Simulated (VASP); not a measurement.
# The (0 0 1) face of Te2Mo: relaxation and electronic structure, part 5 of 5

Aim: model the (0 0 1) face of Te2Mo by a slab and find how far its highest filled level lies below the vacuum. The start is a cell from a database of measured crystal structures.

VASP 6.6.1; PBE, no spin polarisation; plane waves and PAW (Te, Mo).

So far. Step 7 (The slab in a field, field 0.1): Energy at zero smearing: -72.07842 eV.

## Step 8: The slab in a field, field 0.2

Contents of INCAR:

```
SYSTEM = Te2Mo
PREC = Normal
ENCUT = 300
EDIFF = 1E-06
NELM = 120
ISMEAR = 0
SIGMA = 0.05
LREAL = .FALSE.
ALGO = Fast
GGA = PE
NBANDS = 48
LASPH = .TRUE.
LORBIT = 11
LWAVE = .FALSE.
LCHARG = .FALSE.
KPAR = 2
IDIPOL = 3
LDIPOL = .TRUE.
DIPOL = 0.5 0.5 0.506
EFIELD = 0.2
LVHAR = .TRUE.
```

Contents of POSCAR:

```
Te2Mo
1.0
    3.5181997507      0.0000000000      0.0000000000
   -1.7590998754      3.0468503598      0.0000000000
    0.0000000000      0.0000000000     39.5655888000
Te Mo
8 4
Direct
    0.3333333300      0.6666666700      0.1895586600
    0.3333333300      0.6666666700      0.2806779600
    0.6666666700      0.3333333300      0.3661464500
    0.6666666700      0.3333333300      0.4572657500
    0.3333333300      0.6666666700      0.5465668087
    0.3333333300      0.6666666700      0.6383880031
    0.6666666700      0.3333333300      0.7371880170
    0.6666666700      0.3333333300      0.8291656558
    0.6666666700      0.3333333300      0.2351183100
    0.3333333300      0.6666666700      0.4117061000
    0.6666666700      0.3333333300      0.5924838665
    0.3333333300      0.6666666700      0.7832010491
```

Contents of KPOINTS:

```
Automatic mesh
0
Gamma
6 6 1
0 0 0
```

PAW data sets: Te and Mo (PBE family, release 64).

Command:

```
mpirun -np 2 vasp_std
```

What it wrote:

```text
[... set-up lines as in an earlier step ...]
 entering main loop
       N       E                     dE             d eps       ncg     rms          rms(c)
DAV:   1     0.290326850875E+03    0.29033E+03   -0.19997E+04   672   0.782E+02
DAV:   2    -0.475038396403E+02   -0.33783E+03   -0.32175E+03   848   0.180E+02
DAV:   3    -0.801974822182E+02   -0.32694E+02   -0.31435E+02   880   0.577E+01
DAV:   4    -0.820292532615E+02   -0.18318E+01   -0.18086E+01   984   0.143E+01
[...]
RMM:  95    -0.744425360375E+02    0.74184E+00   -0.19429E+00  1314   0.194E+00    0.376E+00
RMM:  96    -0.743708929931E+02    0.71643E-01   -0.70711E-01  1296   0.147E+00    0.394E+00
RMM:  97    -0.745150018606E+02   -0.14411E+00   -0.47725E-01  1239   0.119E+00    0.453E+00
WARNING in EDDRMM: call to ZHEGV failed, returncode =   8  4     26
RMM:  98    -0.743788151942E+02    0.13619E+00   -0.30872E-01  1198   0.109E+00    0.422E+00
RMM:  99    -0.747501032515E+02   -0.37129E+00    0.17061E-01  1273   0.116E+00    0.442E+00
RMM: 100    -0.742939675519E+02    0.45614E+00   -0.70233E-01  1301   0.124E+00    0.430E+00
RMM: 101    -0.100044239959E+03   -0.25750E+02   -0.21044E+01  1344   0.692E+00    0.295E+01
[...]
RMM: 118    -0.725635570973E+02    0.14394E+00   -0.31453E-01  1319   0.797E-01    0.255E+00
RMM: 119    -0.725160790451E+02    0.47478E-01   -0.11343E-01  1197   0.300E-01    0.268E+00
RMM: 120    -0.724485396303E+02    0.67539E-01   -0.60362E-02  1141   0.207E-01
 -----------------------------------------------------------------------------
|                                                                             |
|           W    W    AA    RRRRR   N    N  II  N    N   GGGG   !!!           |
|           W    W   A  A   R    R  NN   N  II  NN   N  G    G  !!!           |
|           W    W  A    A  R    R  N N  N  II  N N  N  G       !!!           |
|           W WW W  AAAAAA  RRRRR   N  N N  II  N  N N  G  GGG   !            |
|           WW  WW  A    A  R   R   N   NN  II  N   NN  G    G                |
|           W    W  A    A  R    R  N    N  II  N    N   GGGG   !!!           |
|                                                                             |
|     The electronic self-consistency was not achieved in the given           |
|     number of steps (NELM). The forces and other quantities evaluated       |
|     might not be reliable so examine the results carefully. If you find     |
|     spurious results, we suggest increasing NELM, if you were close to      |
|     convergence or switching to a different ALGO or adjusting the           |
|     density mixing parameters otherwise.                                    |
|                                                                             |
 -----------------------------------------------------------------------------

   1 F= -.72448540E+02 E0= -.72447501E+02  d E =-.207659E-02
```

The job ended after 4.3 min (2 MPI ranks of AMD EPYC 9R14 (Zen 4), shared host; peak memory 0.41 GiB).

OUTCAR, selected parts (step 8):

```text
 dipolmoment           0.000000      0.000000      0.412225 electrons x Angstroem

 k-point     1 :       0.0000    0.0000    0.0000
  band No.  band energies     occupation
    ...
     31       2.9002      2.00000
     32       3.1395      2.00000
     33       3.6077      2.00000
     34       3.6081      2.00000
     35       3.6269      2.00000
     36       4.2620      0.40244
     37       6.3312      0.00000
     38       6.3313      0.00000
     39       6.5853      0.00000
     40       6.5853      0.00000
    ...

  Total        9.2896376      9.2896376     -3.4055723     -0.0000000      0.0000000     -0.0000000
  in kB       35.0929684     35.0929684    -12.8650486     -0.0000000      0.0000000     -0.0000000
  external PRESSURE =      19.1069627 kB  Pullay stress =       0.0000000 kB

 POSITION                                       TOTAL-FORCE (eV/Angst)
 -----------------------------------------------------------------------------------
     -0.00000      2.03123      7.50000         0.000000      0.000000      0.077187
     -0.00000      2.03123     11.10519         0.000000     -0.000000      0.369901
      1.75910      1.01562     14.48680        -0.000000      0.000000     -0.342408
      1.75910      1.01562     18.09199        -0.000000     -0.000000      0.488174
     -0.00000      2.03123     21.62524         0.000000     -0.000000     -0.071923
     -0.00000      2.03123     25.25820         0.000000     -0.000000     -0.042367
      1.75910      1.01562     29.16728         0.000000     -0.000000      0.098333
      1.75910      1.01562     32.80643         0.000000      0.000000     -0.167040
      1.75910      1.01562      9.30259         0.000000     -0.000000     -0.438082
     -0.00000      2.03123     16.28939        -0.000000      0.000000     -0.204116
      1.75910      1.01562     23.44197         0.000000     -0.000000      0.153722
     -0.00000      2.03123     30.98781         0.000000     -0.000000      0.078619
 -----------------------------------------------------------------------------------
    total drift:                               -0.000109      0.000062      0.024349

  FREE ENERGIE OF THE ION-ELECTRON SYSTEM (eV)
  ---------------------------------------------------
  free  energy   TOTEN  =       -72.4485396303 eV

  energy  without entropy=      -72.4464630380  energy(sigma->0) =      -72.44750133

 vacuum level on the upper side and lower side of the slab         7.656         8.489

[... 8 parts as in an earlier step ...]

[... 11 further parts left out ...]
[key lines of the parts left out:]
E-fermi :   4.2324
```

The electronic loop did not meet EDIFF within NELM cycles, so this run is left out of the comparison.

## Step 9: Derived quantities

This step: slab, PBE; plane waves and PAW (VASP 6.6.1).

No new run; the numbers come from the runs before.

This step gave:

| Quantity | Value |
| --- | --- |
| polarisability per area of the slab or monolayer | 2.033 Å |
| ionisation potential at the upper face | 4.773 eV |

VASP counts both for electrons: a positive EFIELD is a field along -c, and a positive dipole, in electrons times A, points along -c. Field, by row:

```tsv
EFIELD (eV/Å)	dipole along z (e Å)	energy change (eV)
-0.1	-0.1512	-0.00755
0	2.03e-4	0
0.1	0.1514	-0.007597
```

The polarisability is the slope of the dipole against the field, as a volume for each unit of area.

## Step 10: Outcome

```yaml
ionisation_potential_of_the_slab: 4.77 eV
polarisability_per_area_of_the_slab_or_monolayer: 2.03 Å
```

What this shows: The ionisation potential is 4.77 eV at both faces. The crystal is layered and no dispersion term is used, so the spacing and binding between its layers, and what hangs on them, are unreliable. The atom that ends on top (Te) moved outwards by 0.74 Å. Semilocal band edges put the ionisation potential too low and the gap too small. Spin-orbit coupling is left out, which matters for the heavy elements here. The surface energy came out under 0.02 J/m² against an unrelaxed bulk reference and is left out as unreliable. The cell in the plane was kept as given and was not relaxed here. The slab has a gap, so the level below the vacuum is counted from the highest filled level.

[Lines on the potential files, build, host, timing and source positions are cut from VASP's logs without a mark.]

[Logs are printed without paths, hosts, clocks, repeated set-up lines and the standing remarks that a program may print on its own settings, such as how far it seeks lower states.]

[Hosts, paths, dates, database ids (printed as entryN), source tags and the programs' standing remarks are cut or masked in the printed files.]

[In band tables of VASP the shares of atoms and orbitals are scaled to a sum of 1 inside the atoms' spheres.]

[Runs that stopped without an error message from VASP are left out.]
